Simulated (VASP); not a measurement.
# InAs (d3) (F-43m) in VASP: further runs, part 2 of 3

VASP 6.6.1. Earlier steps stand in the parts before.

### Step 3. Relaxation of cell and atoms, PBE+D3(BJ)

This run uses another cell than the first one, of 27.49 Å³/atom, 0.964 times its volume.

Contents of INCAR:

```
PREC = Accurate ; ENCUT = 600
EDIFF = 1E-7 ; ISMEAR = 0
SIGMA = 0.1 ; LREAL = F
LASPH = T ; NELM = 100
ALGO = Normal ; ISIF = 3
LWAVE = F ; LCHARG = F
GGA = PE ; IVDW = 12
IBRION = 2 ; NSW = 100
EDIFFG = -0.002
```

Contents of KPOINTS:

```
regular mesh
0
Gamma
  12 12 12
```

Contents of POSCAR:

```
InAs
1.0
    0.0000000000      3.0180000000      3.0180000000
    3.0180000000      0.0000000000      3.0180000000
    3.0180000000      3.0180000000      0.0000000000
In As
1 1
Direct
    0.0000000000      0.0000000000      0.0000000000
    0.2500000000      0.2500000000      0.2500000000
```

Potentials or basis: VASP PAW PBE potentials, release 64 (In_d, As).

Run with:

```
cat potpaw_PBE.64/In_d/POTCAR potpaw_PBE.64/As/POTCAR > POTCAR
mpirun -np 1 vasp_std > vasp.out
```

OUTCAR:

```text
PREC = Accurate
   ENCUT = 600
   EDIFF = 1E-7
   ISMEAR = 0
   LREAL = F
   LASPH = T
   NELM = 100
   ISIF = 3
   GGA = PE
   IVDW = 12
   IBRION = 2
   NSW = 100
   EDIFFG = -0.002
 IVDW          = 12

 ion  position               nearest neighbor table
   1  0.000  0.000  0.000-   2 2.61   2 2.61   2 2.61   2 2.61
   2  0.250  0.250  0.250-   1 2.61   1 2.61   1 2.61   1 2.61

  LATTYP: Found a face centered cubic cell.
 ALAT       =     6.0360000000

  Lattice vectors:

 A1 = (   0.0000000000,   3.0180000000,   3.0180000000)
 A2 = (   3.0180000000,   0.0000000000,   3.0180000000)
 A3 = (   3.0180000000,   3.0180000000,   0.0000000000)

Analysis of symmetry for initial positions (statically):
=====================================================================
 Subroutine PRICEL returns:
 Original cell was already a primitive cell.

 Routine SETGRP: Setting up the symmetry group for a
 face centered cubic supercell.

 Subroutine GETGRP returns: Found 24 space group operations
 (whereof 24 operations were pure point group operations)
 out of a pool of 48 trial point group operations.

The static configuration has the point symmetry T_d .

Analysis of symmetry for dynamics (positions and initial velocities):
=====================================================================
 Subroutine PRICEL returns:
 Original cell was already a primitive cell.

 Routine SETGRP: Setting up the symmetry group for a
 face centered cubic supercell.

 Subroutine GETGRP returns: Found 24 space group operations
 (whereof 24 operations were pure point group operations)
 out of a pool of 48 trial point group operations.

The dynamic configuration has the point symmetry T_d .

 Subroutine INISYM returns: Found 24 space group operations
 (whereof 24 operations are pure point group operations),
 and found     1 'primitive' translations

----------------------------------------------------------------------------------------

                                     Primitive cell

  volume of cell :      54.9778

  direct lattice vectors                    reciprocal lattice vectors
     0.000000000  3.018000000  3.018000000    -0.165672631  0.165672631  0.165672631
     3.018000000  0.000000000  3.018000000     0.165672631 -0.165672631  0.165672631
     3.018000000  3.018000000  0.000000000     0.165672631  0.165672631 -0.165672631

  length of vectors
     4.268096531  4.268096531  4.268096531     0.286953414  0.286953414  0.286953414

  position of ions in fractional coordinates (direct lattice)
     0.000000000  0.000000000  0.000000000
     0.250000000  0.250000000  0.250000000

  ion indices of the primitive-cell ions
   primitive index   ion index
                 1           1
                 2           2

----------------------------------------------------------------------------------------

 KPOINTS: regular mesh

Automatic generation of k-mesh.
 Grid dimensions read from file:
 generate k-points for:   12   12   12

 Generating k-lattice:

  Cartesian coordinates                     Fractional coordinates (reciprocal lattice)
    -0.013806053  0.013806053  0.013806053     0.083333333  0.000000000  0.000000000
     0.013806053 -0.013806053  0.013806053     0.000000000  0.083333333  0.000000000
     0.013806053  0.013806053 -0.013806053     0.000000000  0.000000000  0.083333333

  Length of vectors
     0.023912785  0.023912785  0.023912785

  Shift w.r.t. Gamma in fractional coordinates (k-lattice)
     0.000000000  0.000000000  0.000000000

 Subroutine IBZKPT returns following result:
 ===========================================

 Found     72 irreducible k-points:

 Following reciprocal coordinates:
            Coordinates               Weight
  0.000000  0.000000  0.000000      1.000000
  0.083333  0.000000  0.000000      8.000000
  0.166667  0.000000  0.000000      8.000000
  0.250000  0.000000  0.000000      8.000000
  0.333333  0.000000  0.000000      8.000000
  0.416667  0.000000  0.000000      8.000000
[... 16 lines left out ...]
  0.500000  0.166667  0.000000     24.000000
 -0.416667  0.166667  0.000000     24.000000
 [... further k-points ...]
   k-points           NKPTS =     72   k-points in BZ     NKDIM =     72   number of bands    NBANDS=     13
   number of dos      NEDOS =    301   number of ions     NIONS =      2
   total plane-waves  NPLWV =  46656
   dimension x,y,z NGX =    36 NGY =   36 NGZ =   36
   dimension x,y,z NGXF=    72 NGYF=   72 NGZF=   72
   ions per type =               1   1
   NGX,Y,Z   is equivalent  to a cutoff of  14.02, 14.02, 14.02 a.u.
   NGXF,Y,Z  is equivalent  to a cutoff of  28.04, 28.04, 28.04 a.u.
 SYSTEM =  unknown system
   PREC   = accura    normal or accurate (medium, high low for compatibility)
   ISTART =      0    job   : 0-new  1-cont  2-samecut
   ICHARG =      2    charge: 1-file 2-atom 10-const
   ISPIN  =      1    spin polarized calculation?
   LNONCOLLINEAR =      F non collinear calculations
   LSORBIT =      F    spin-orbit coupling
   LASPH  =      T    aspherical Exc in radial PAW
   ENCUT  =  600.0 eV  44.10 Ry    6.64 a.u.   8.52  8.52  8.52*2*pi/ulx,y,z
   NELM   =    100;   NELMIN=  2; NELMDL= -5     # of ELM steps
   EDIFF  = 0.1E-06   stopping-criterion for ELM
   LREAL  =      F    real-space projection
   EDIFFG = -.2E-02   stopping-criterion for IOM
   NSW    =    100    number of steps for IOM
   IBRION =      2    ionic relax: 0-MD 1-quasi-New 2-CG
   NFREE  =      1    steps in history (QN), initial steepest desc. (CG)
   ISIF   =      3    stress and relaxation
   ISYM   =      2    0-nonsym 1-usesym 2-fastsym
   POTIM  = 0.5000    time-step for ionic-motion
   TEBEG  =    0.0;   TEEND  =   0.0 temperature during run
   PSTRESS=    0.0 pullay stress
   NELECT =      18.0000    total number of electrons
   NUPDOWN=      -1.0000    fix difference up-down
   EMIN   =  10.00;   EMAX   =-10.00  energy-range for DOS
   EFERMI =   0.00;   METHOD = LEGACY
   ISMEAR =     0;   SIGMA  =   0.10  broadening in eV -4-tet -1-fermi 0-gaus
   EFERMI_NEDOS =   21; number of points for ismear=-14 and -15
   IALGO  =     38    algorithm
   IMIX   =      4    mixing-type and parameters
     AMIX     =   0.40;   BMIX     =  1.00
     AMIX_MAG =   1.60;   BMIX_MAG =  1.00
  volume/ion in A,a.u.               =      27.49       185.50
  Fermi-wavevector in a.u.,A,eV,Ry     =   1.128331  2.132236 17.321990  1.273130
  Thomas-Fermi vector in A             =   2.265020
   LORBIT       =      0    0 simple, 1 ext, 2 COOP (PROOUT), +10 PAW based schemes
   GGA     = PE    functional components
   LHFCALC =     F    Hartree Fock is set to
   AEXX    =    0.0000 exact exchange contribution
   IVDW    =    12    specifies the selected vdW correction
   LEPSILON=     F    determine dielectric tensor
   LRPA    =     F    only Hartree local field effects (RPA)
 conjugate gradient relaxation of ions
 non-spin polarized calculation
 Gauss-broadening in eV      SIGMA  =   0.10
  energy-cutoff  :      600.00
  volume of cell :       54.98
 maximum number of plane-waves:      1856
 NGX is ok and might be reduce to    36
   NGX = 17   NGY = 17   NGZ = 17

--------------------------------------- Ionic step        1  -------------------------------------------

 number of electron      18.0000003 magnetization

 Free energy of the ion-electron system (eV)
  ---------------------------------------------------
  ext. energy  EPLUGINS =         0.00000000
  ---------------------------------------------------
  free energy    TOTEN  =        -7.66516932 eV

  energy without entropy =       -7.66501824  energy(sigma->0) =       -7.66509378

 E-fermi :   4.6216     XC(G=0):  -9.1171

 val. band max:        4.5626203231   @ k =   0.0000   0.0000   0.0000
 cond. band min:       5.4001686543   @ k =   0.0833   0.0000   0.0000
 fundamental gap:      0.8375483312
 Fermi energy:         4.6215761579

 k-point     1 :       0.0000    0.0000    0.0000
  band No.  band energies     occupation
      1      -9.8398      2.00000
      2      -9.8398      2.00000
      3      -9.8398      2.00000
      4      -9.7116      2.00000
      5      -9.7116      2.00000
      6      -7.3342      2.00000
      7       4.3955      1.99861
      8       4.5626      1.59559
      9       4.5626      1.59559
     10       4.5626      1.59558
     11       8.4731      0.00000
     12       8.4731      0.00000
     13       8.4731      0.00000
[... 445 lines left out ...]
  energy  without entropy=       -8.3268944291  energy(sigma->0) =       -8.32697283

--------------------------------------- Ionic step        3  -------------------------------------------

 number of electron      18.0000001 magnetization

 Free energy of the ion-electron system (eV)
  ---------------------------------------------------
  ext. energy  EPLUGINS =         0.00000000
  ---------------------------------------------------
  free energy    TOTEN  =        -7.70679555 eV

  energy without entropy =       -7.70664049  energy(sigma->0) =       -7.70671802

 E-fermi :   4.2433     XC(G=0):  -8.9500

 val. band max:        4.1811620139   @ k =   0.0000   0.0000   0.0000
 cond. band min:       4.9035013249   @ k =   0.0833   0.0000   0.0000
 fundamental gap:      0.7223393109
 Fermi energy:         4.2433352559

 k-point     1 :       0.0000    0.0000    0.0000
  band No.  band energies     occupation
      1     -10.1464      2.00000
      2     -10.1464      2.00000
      3     -10.1464      2.00000
      4     -10.0336      2.00000
      5     -10.0336      2.00000
      6      -7.4732      2.00000
      7       3.8187      2.00000
      8       4.1812      1.62074
      9       4.1812      1.62074
     10       4.1812      1.62074
     11       8.0741      0.00000
     12       8.0741      0.00000
     13       8.0741      0.00000
[... 401 lines left out ...]
  FREE ENERGIE OF THE ION-ELECTRON SYSTEM (eV)
  ---------------------------------------------------
  free  energy   TOTEN  =        -8.3300092821 eV

  energy  without entropy=       -8.3298542218  energy(sigma->0) =       -8.32993175

 reached required accuracy - stopping structural energy minimisation
```

CONTCAR:

```text
InAs
   1.00000000000000
     0.0000000000000000    3.0567039409233683    3.0567039409233683
     3.0567039409233683   -0.0000000000000000    3.0567039409233683
     3.0567039409233683    3.0567039409233683    0.0000000000000000
  In              As
     1     1
Direct
     0.0000000000000000    0.0000000000000000    0.0000000000000000
     0.2500000000000000    0.2500000000000000    0.2500000000000000

  0.00000000E+00  0.00000000E+00  0.00000000E+00
  0.00000000E+00  0.00000000E+00  0.00000000E+00
```

Run time: 2.5 min. Hardware: 1 thread of Intel Xeon Platinum 8488C (Sapphire Rapids), shared host; peak memory 0.26 GiB.

Results:

* Free energy: -8.3300 eV
* Relaxed volume: 28.56 Å³/atom
* Relaxed cell: a = 4.323 Å, b = 4.323 Å, c = 4.323 Å, α = 60.00°, β = 60.00°, γ = 60.00°
* Space group after relaxing (to 0.05 Å): F-43m (No. 216)
* Energy gained by relaxing: 7.3 meV/atom
* Ionic steps: 3
* Pressure after relaxing: 0.0 GPa
* Band gap on the k mesh: none (metal or under the smearing width)
* Dispersion energy per atom: -0.312 eV

The path:
```
step  energy change (eV)  largest force (eV/Å)  pressure (GPa)  volume (Å³)
   1              0.0000                0.0000            2.27        54.98
   2             -0.0117                0.0000           -0.91        58.14
   3             -0.0146                0.0000            0.01        57.12
```

Final structure:
```cif
data_structure
_symmetry_space_group_name_H-M 'P 1'
_symmetry_Int_Tables_number 1
_cell_length_a 4.3228
_cell_length_b 4.3228
_cell_length_c 4.3228
_cell_angle_alpha 60.000
_cell_angle_beta 60.000
_cell_angle_gamma 60.000
_cell_volume 57.12
loop_
_atom_site_label
_atom_site_type_symbol
_atom_site_fract_x
_atom_site_fract_y
_atom_site_fract_z
_atom_site_occupancy
In1 In 0.00000 0.00000 0.00000 1
As1 As 0.25000 0.25000 0.25000 1
```

Caveat: pairwise dispersion overbinds metals, which lowers pressure and volume; this crystal is a semiconductor, whose small gap the functional closes, so the metal is an error of the method.

### Step 4. Single point, PBE+D3(BJ) (cell and atoms relaxed tightly for response)

Contents of INCAR:

```
SYSTEM = InAs
  PREC = Accurate
  ENCUT = 520
  EDIFF = 1E-7
  ISMEAR = -1
  SIGMA = 0.15
  LREAL = .False.
  LASPH = .True.
  NELM = 100
  ALGO = Normal
  ISIF = 2
  LWAVE = .False.
  LCHARG = .False.
  GGA = PE
  IVDW = 12
  NBANDS = 16
```

Contents of KPOINTS:

```
Automatic mesh
0
Gamma
  12 12 12
  0 0 0
```

Contents of POSCAR:

```
InAs
1.0
    0.0000000000      3.0558533426      3.0558533426
    3.0558533426      0.0000000000      3.0558533426
    3.0558533426      3.0558533426      0.0000000000
In As
1 1
Direct
    0.0000000000      0.0000000000      0.0000000000
    0.2500000000      0.2500000000      0.2500000000
```

Potentials or basis: VASP PAW PBE potentials, release 64 (In_d, As).

Run with:

```
cat potpaw_PBE.64/In_d/POTCAR potpaw_PBE.64/As/POTCAR > POTCAR
mpirun -np 1 vasp_std > vasp.out
```

OUTCAR:

```text
SYSTEM = InAs
   PREC = Accurate
   ENCUT = 520
   EDIFF = 1E-7
   ISMEAR = -1
   LREAL = .False.
   LASPH = .True.
   NELM = 100
   ISIF = 2
   GGA = PE
   IVDW = 12
 IVDW          = 12

 ion  position               nearest neighbor table
   1  0.000  0.000  0.000-   2 2.65   2 2.65   2 2.65   2 2.65
   2  0.250  0.250  0.250-   1 2.65   1 2.65   1 2.65   1 2.65

  LATTYP: Found a face centered cubic cell.
 ALAT       =     6.1117066852

  Lattice vectors:

 A1 = (   0.0000000000,   3.0558533426,   3.0558533426)
 A2 = (   3.0558533426,   0.0000000000,   3.0558533426)
 A3 = (   3.0558533426,   3.0558533426,   0.0000000000)

Analysis of symmetry for initial positions (statically):
=====================================================================
 Subroutine PRICEL returns:
 Original cell was already a primitive cell.

 Routine SETGRP: Setting up the symmetry group for a
 face centered cubic supercell.

 Subroutine GETGRP returns: Found 24 space group operations
 (whereof 24 operations were pure point group operations)
 out of a pool of 48 trial point group operations.

The static configuration has the point symmetry T_d .

Analysis of symmetry for dynamics (positions and initial velocities):
[... 162 lines left out ...]
 cond. band min:       4.9137640588   @ k =   0.0833   0.0000   0.0000
 fundamental gap:      0.7249070190
 Fermi energy:         4.5733945724

 k-point     1 :       0.0000    0.0000    0.0000
  band No.  band energies     occupation
      1     -10.1392      2.00000
      2     -10.1392      2.00000
      3     -10.1392      2.00000
      4     -10.0261      2.00000
      5     -10.0261      2.00000
      6      -7.4707      2.00000
[... 433 lines left out ...]
      3     -10.1002      2.00000
      4     -10.0253      2.00000
      5     -10.0205      2.00000
      6      -5.9579      2.00000
[... 8 lines left out ...]
     15      13.7918      0.00000
     16      14.2278      0.00000

 [... further k-points ...]

------------------------ aborting loop because EDIFF is reached ----------------------------------------

 Edisp (eV)   -0.62379

 E8    (eV) :    -0.2890

  FORCE on cell =-STRESS in cart. coord.  units (eV):
  Direction    XX          YY          ZZ          XY          YZ          ZX
  --------------------------------------------------------------------------------------
  -------------------------------------------------------------------------------------
  Total       0.02012     0.02012     0.02012     0.00000     0.00000     0.00000
  in kB       0.56474     0.56474     0.56474     0.00000     0.00000     0.00000
  external pressure =        0.56 kB  Pullay stress =        0.00 kB

 VOLUME and BASIS-vectors are now :
 -----------------------------------------------------------------------------
  energy-cutoff  :      520.00
  volume of cell :       57.07
      direct lattice vectors                 reciprocal lattice vectors
     0.000000000  3.055853343  3.055853343    -0.163620418  0.163620418  0.163620418
     3.055853343  0.000000000  3.055853343     0.163620418 -0.163620418  0.163620418
     3.055853343  3.055853343  0.000000000     0.163620418  0.163620418 -0.163620418

 POSITION                                       TOTAL-FORCE (eV/Angst)
 -----------------------------------------------------------------------------------
      0.00000      0.00000      0.00000         0.000000      0.000000      0.000000
      1.52793      1.52793      1.52793        -0.000000     -0.000000     -0.000000
 -----------------------------------------------------------------------------------
    total drift:                               -0.000000     -0.000000     -0.000000

  FREE ENERGIE OF THE ION-ELECTRON SYSTEM (eV)
  ---------------------------------------------------
  free  energy   TOTEN  =        -8.3312159968 eV

  energy  without entropy=       -8.3277701879  energy(sigma->0) =       -8.32949309
```

Wall time 51 s (1 thread of Intel Xeon Platinum 8488C (Sapphire Rapids), shared host); peak memory 0.23 GiB.

What came out:

| Property | Result |
| --- | --- |
| Free energy | -8.3312 eV |
| Pressure | 0.1 GPa |
| Band gap on the k mesh | none (metal or under the smearing width) |
| Dispersion energy per atom | -0.312 eV |

Levels at points of the mesh, in eV from the Fermi level:
```csv
k point,band 5,band 6,band 7,band 8,band 9,band 10,band 11,band 12,band 13,band 14
"(0.00, 0.00, 0.00)",-14.60,-12.04,-0.74,-0.38,-0.38,-0.38,3.51,3.51,3.51,7.02
"(0.50, 0.00, 0.00)",-14.59,-10.67,-5.99,-1.33,-1.33,0.50,4.27,4.27,6.43,8.49
"(0.50, 0.50, 0.00)",-14.58,-10.16,-6.09,-2.60,-2.60,1.22,1.67,8.60,8.67,8.67
```

Caveat: pairwise dispersion overbinds metals, which lowers pressure and volume.

(Part 2 of 3 ends here.)
